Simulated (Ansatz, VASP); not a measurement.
# AlN in VASP and in Ansatz

```
Al N
1.0
     3.12989    0.00000    0.00000
    -1.56494    2.71056    0.00000
     0.00000    0.00000    5.01696
Al N
2 2
Direct
  0.33333 0.66667 0.00173
  0.66667 0.33333 0.50173
  0.33333 0.66667 0.38327
  0.66667 0.33333 0.88327
```

Alike in both runs: task single point; functional PBE; k mesh 9 × 9 × 6; occupations gaussian, width 0.05 eV; no spin polarisation.

```csv
,VASP,Ansatz
version,VASP 6.6.1,Ansatz 0.2.0
potentials or method,"VASP PAW PBE potentials, release 64 (Al, N)","scalar-relativistic, plane waves, PAW"
plane-wave cutoff (eV),520,520
valence electrons in the cell,16,16
```

```tsv
	VASP	Ansatz	Ansatz less VASP
gap on the k mesh at the Fermi level (eV)	4.05	4.04	-0.008
least direct gap on the mesh (eV)	4.05	4.04	-0.008
pressure (GPa)	-0.2	0.0	+0.19
largest component of the traceless stress (GPa)	0.06	0.03	-0.030
```

Caveats: an odd mesh through Γ misses points on the zone boundary, where band edges often lie. A hybrid or GW would open this gap; PBE tends to underestimate it.
